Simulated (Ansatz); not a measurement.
Relaxation of TaN

Method: Ansatz 0.2.0, DFT PBEsol, scalar-relativistic, plane waves, PAW. Run with 420 eV cutoff, 12×12×12 k-mesh, Gaussian smearing of 0.10 eV, no spin polarisation.

What was changed: biaxial strain in the a-b plane, c and atoms relaxed: +4.0 %.

Spin–orbit coupling is left out, which can shift energies with elements as heavy as these.

Command:

```bash
ansatz run input.yaml --threads 1 --pin off --max-ram 2560MiB --backend cpu --events-out ev --progress --plain --runs-dir out
```

Input:

```yaml
crystal:
  lattice:
    - [5.413292991, 0.0, 0.0]
    - [-2.7066464955, 4.6880492484, 0.0]
    - [0.0, 0.0, 2.833901293]
  atoms:
    - { symbol: Ta, position: [0.0, 0.0, 0.0] }
    - { symbol: Ta, position: [0.3333333333, 0.6666666667, 0.5] }
    - { symbol: Ta, position: [0.6666666667, 0.3333333333, 0.5] }
    - { symbol: "N", position: [0.5, 0.0, 0.0] }
    - { symbol: "N", position: [0.5, 0.5, 0.0] }
    - { symbol: "N", position: [0.0, 0.5, 0.0] }
basis:
  ecutwfc: 420
kpoints:
  mp_grid: { grid: [12, 12, 12] }
hamiltonian:
  xc: pbesol
scf:
  occupations: { method: gaussian, width: 0.1 }
output:
  forces: true
  stress: true
  eigenvalues: true
relax:
  adjacent_minimum: "off"
  f_tol: 0.008
  max_steps: 40
  cell: { stress_tol: 0.015, fix: [a, b, gamma] }
```

F is the free energy. Steps run on the plane waves of an earlier cell, but the last one, and at times one on the way, on a freshly chosen basis, so a repeated geometry can differ a little in energy. The held parts of the cell keep their stress, so P needn't end at zero.

Steps:

```
step F − F(1) (eV) largest force component (eV/Å) V (Å³/atom) P (GPa)
   1         0.0000                           0.000       11.986   -10.30
   2        -0.0012                           0.000       12.101   -13.71
   3        -0.0045                           0.000       12.055   -12.38
   4        -0.0045                           0.000       12.054   -12.35
   5        -0.0057                           0.000       12.054   -12.32
   6        -0.0057                           0.000       12.055   -12.34
   7        -0.0057                           0.000       12.055   -12.34
```

Relaxed structure:

```
CELL_PARAMETERS angstrom
5.41329 0.00000 0.00000
-2.70665 4.68805 0.00000
0.00000 0.00000 2.85013
ATOMIC_POSITIONS crystal
Ta 0.00000 0.00000 0.00000
Ta 0.33333 0.66667 0.50000
Ta 0.66667 0.33333 0.50000
N 0.50000 0.00000 0.00000
N 0.50000 0.50000 0.00000
N 0.00000 0.50000 0.00000
```

The structure is hexagonal, space group P6/mmm (No. 191). Conventional cell: a = 5.413 Å, b = 5.413 Å, c = 2.850 Å, α = 90.00°, β = 90.00°, γ = 120.00°. Around Ta (site symmetry 6/mmm) lie 6 N at 2.71 Å and 2 Ta at 2.85 Å. Around Ta (site symmetry -6m2) lie 6 N at 2.11 Å. N (site symmetry mmm) is surrounded by 4 Ta at 2.11 Å.

The run converged. Time: 2.2 min on 1 thread of Arm Neoverse V2, on a shared host, peak memory 0.51 GiB.